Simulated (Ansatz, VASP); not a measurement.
## One calculation of CdTe, two programs

```xyz
4
Lattice="-3.3079 3.3079 0.0000 0.0000 0.0000 6.6158 3.3079 3.3079 0.0000" Properties=species:S:1:pos:R:3 pbc="T T T"
Cd    0.0000    0.0000    0.0000
Cd    0.0000    3.3079    3.3079
Te    1.6539    1.6539    1.6539
Te   -1.6539    1.6539    4.9618
```

Alike in both runs: task single point; functional PBE; k mesh 6 × 4 × 6; occupations fermi-dirac, width 0.02 eV; no spin polarisation.

```csv
,VASP,Ansatz
version,VASP 6.6.1,Ansatz 0.2.0
potentials or method,"VASP PAW PBE potentials, release 64 (Cd, Te), cutoff 520 eV","all-electron LAPW, scalar-relativistic"
```

```csv
,VASP,Ansatz,Ansatz less VASP
pressure (GPa),0.1,0.1,-0.09
```

Ansatz ran all-electron here, so the differences hold the error of VASP's frozen core and of both bases.
